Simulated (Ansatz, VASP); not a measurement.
**SnSe in VASP and in Ansatz**

The input INCAR:

```
SYSTEM = SnSe
  PREC = Accurate
  ENCUT = 520
  EDIFF = 1E-6
  ISMEAR = 0
  SIGMA = 0.022
  LREAL = .FALSE.
  LASPH = .TRUE.
  NELM = 100
  ALGO = Normal
  ISIF = 2
  LWAVE = .FALSE.
  LCHARG = .FALSE.
  GGA = PE
  NBANDS = 17
```

Contents of KPOINTS:

```
regular mesh
0
G
  8 8 8
  0 0 0
```

File POSCAR:

```
SnSe
1.0
    0.0000000000      3.0100000000      3.0100000000
    3.0100000000      0.0000000000      3.0100000000
    3.0100000000      3.0100000000      0.0000000000
Sn Se
1 1
Direct
    0.0000000000      0.0000000000      0.0000000000
    0.5000000000      0.5000000000      0.5000000000
```

input.yaml

```yaml
crystal:
  lattice:
    - [0.0, 3.01, 3.01]
    - [3.01, 0.0, 3.01]
    - [3.01, 3.01, 0.0]
  atoms:
    - { symbol: Sn, position: [0.0, 0.0, 0.0] }
    - { symbol: Se, position: [0.5, 0.5, 0.5] }
kpoints:
  mp_grid: { grid: [8, 8, 8] }
scf:
  occupations: { method: gaussian, width: 0.022 }
hamiltonian:
  xc: pbe
  pseudopotentials: { kind: all_electron, lapw: { basis_error: 0.001 } }
output:
  forces: true
  stress: true
  eigenvalues: true
```

Measurements of this composition are mostly on another form, of space group No. 62.

Alike in both runs: task single point; functional PBE; k mesh 8 × 8 × 8; occupations gaussian, width 0.022 eV; no spin polarisation.

```csv
,VASP,Ansatz
version,VASP 6.6.1,Ansatz 0.2.0
potentials or method,"VASP PAW PBE potentials, release 64 (Sn_d, Se)","all-electron LAPW, scalar-relativistic"
plane-wave cutoff (eV),520,see its input
```

```tsv
	VASP	Ansatz	Ansatz less VASP
gap on the k mesh at the Fermi level (eV)	0.58	0.58	0.000
least direct gap on the mesh (eV)	0.58	0.58	0.000
pressure (GPa)	0.9	0.9	+0.01
```

Ansatz ran all-electron here, so the differences hold the error of VASP's frozen core and of both bases.

Caveats: spin-orbit coupling is left out, which moves the levels of the heavy elements. A k mesh can miss the band edges.
